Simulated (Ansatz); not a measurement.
Crystal: NiGe.

```
CELL_PARAMETERS angstrom
5.38100 0.00000 0.00000
0.00000 3.42800 0.00000
0.00000 0.00000 5.81100
ATOMIC_POSITIONS crystal
Ge 0.31200 0.75000 0.91700
Ge 0.68800 0.25000 0.08300
Ge 0.18800 0.25000 0.41700
Ge 0.81200 0.75000 0.58300
Ni 0.49500 0.75000 0.31000
Ni 0.50500 0.25000 0.69000
Ni 0.00500 0.25000 0.81000
Ni 0.99500 0.75000 0.19000
```

Base run:

| Item | Value |
| --- | --- |
| Program | Ansatz 0.2.0 |
| Functional | LDA |
| Potentials or basis | Ansatz PAW |
| Cutoff | 420 eV |
| Density cutoff | 1680 eV |
| k mesh | 5 × 8 × 5 |
| Occupations | fermi-dirac, width 0.05 eV |
| Spin | collinear spin, ferromagnetic start |
| Starting moments | [0.0, 0.0, 0.0, 0.0, 1.0, 1.0, 1.0, 1.0] μB |

Its results: band gap on the k mesh none (metal or under the smearing width); pressure -7.9 GPa; net moment 0.00 μB per cell; largest force 0.240 eV/Å.

Q: The run is repeated on the same cell with these changes: functional from LDA to r2SCAN; cutoff from 420 eV to 500 eV; density cutoff from 1680 eV to 2000 eV. What comes out?

A: Band gap on the k mesh none (metal or under the smearing width); pressure -1.5 GPa; net moment 0.00 μB per cell; largest force 0.124 eV/Å.

Caveats: the PAW data sets come from PBE, with cores solved anew for the run's functional, which leaves a small shift of forces and pressure; the magnetic or orbital state may not be the lowest (some runs).

Not every run made on this cell is shown here.
